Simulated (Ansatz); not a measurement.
# MoS2: the cost of one run

Computed with Ansatz 0.2.0 (DFT LDA+U (U = 7 eV, J = 0.5 eV on Mo d), plane waves, PAW, unless a step's input says otherwise).

3 further runs of the same task are left out: 3 that didn't finish.

**1. The starting structure**

The structure is trigonal, space group R3m (No. 160). Conventional cell: a = 3.163 Å, b = 3.163 Å, c = 18.370 Å, α = 90.00°, β = 90.00°, γ = 120.00°. Mo (site symmetry 3m) is surrounded by 6 S at 2.36 Å. Around S (site symmetry 3m) lie 3 Mo at 2.36 Å.

Structure file:

```xyz
3
Lattice="1.5815 0.9131 6.1233 -1.5815 0.9131 6.1233 0.0000 -1.8262 6.1233" Properties=species:S:1:pos:R:3 pbc="T T T"
Mo    0.0000    0.0000    0.0000
S     0.0000    0.0000   13.7481
S     0.0000    0.0000   10.7446
```

**2. Ferromagnetic start, free, symmetry kept, no search**

Contents of input.yaml:

```yaml
crystal:
  lattice:
    - [1.58149989, 0.91307939, 6.12332821]
    - [-1.58149989, 0.91307939, 6.12332821]
    - [0.0, -1.82615878, 6.12332821]
  atoms:
    - { symbol: Mo, position: [0.0, 0.0, 0.0], spin: 2.0 }
    - { symbol: S, position: [0.7484, 0.7484, 0.7484] }
    - { symbol: S, position: [0.5849, 0.5849, 0.5849] }
basis:
  ecutwfc: 420
  ecutrho_ratio: 4
kpoints:
  mp_grid: { grid: [7, 7, 7] }
hamiltonian:
  xc: lda
  hubbard: { sites: [{ site: 0, l: d, u: 7.0, j: 0.5 }] }
scf:
  occupations: { method: gaussian, width: 0.05 }
  lower_state_search: "off"
  max_iter: 150
output:
  forces: true
  stress: true
  eigenvalues: true
  populations: true
  hubbard: { sites: [{ site: 0, l: d }] }
magnetization:
  spin_polarized: true
```

The run is started by

```console
$ ansatz run input.yaml --threads 2 --pin off --max-ram 3072MiB --backend cpu --events-out ev --progress --plain --runs-dir out
```

**Question.** How long does this run take on 2 threads of Arm Neoverse V2, shared host, and how much memory does it need?

About 15 s, with a peak of 0.41 GiB.
